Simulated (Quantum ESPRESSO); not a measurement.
BN:

```
N B
1.0
     2.49824    0.00000    0.00000
    -1.24912    2.16354    0.00000
     0.00000    0.00000    6.63570
N B
2 2
Cartesian
  1.2491 0.7212 1.6589
  0.0000 1.4424 4.9768
  1.2491 0.7212 4.9768
  0.0000 1.4424 1.6589
```

- Program: Quantum ESPRESSO 7.5
- Task: single point
- Functional: PBE
- Potentials or basis: SSSP 1.3 efficiency PBE
- Cutoff: 816 eV
- Density cutoff: 6531 eV
- k mesh: 12 × 12 × 4
- Occupations: fermi-dirac, width 0.05 eV
- Spin: no spin polarisation

On this cell: pressure 4.0 GPa; largest force under 0.003 eV/Å; band gap on the k mesh 4.31 eV, indirect (least direct gap 4.69 eV).

The same run follows on a disturbed copy (atoms moved at random, drawn with an rms of 0.05 Å):

```xyz
4
Lattice="2.4982 0.0000 0.0000 -1.2491 2.1635 0.0000 0.0000 0.0000 6.6357" Properties=species:S:1:pos:R:3 pbc="T T T"
N     1.2477    0.6939    1.6706
N     0.0011    1.4403    4.9751
B     1.2633    0.7492    4.9890
B     0.0108    1.4374    1.6440
```

Q: What does the disturbed cell give?

A: The energy moves by +10.6 meV/atom; pressure 4.3 GPa; largest force 1.374 eV/Å; band gap on the k mesh 4.25 eV, indirect (least direct gap 4.65 eV).

Forces on the atoms (eV/Å):
```
N    0.479  0.962 -0.368
N    0.604  1.214  0.208
B   -0.605 -1.216 -0.209
B   -0.479 -0.959  0.368
```

Stress tensor (GPa, compression positive):
```
5.48 0.16 0.02
0.16 4.79 0.04
0.02 0.04 2.63
```

Caveats: this functional lacks dispersion, which binds the layers, so the pressure and a relaxed spacing across them are unreliable (some runs).

A k mesh can miss the band edges.
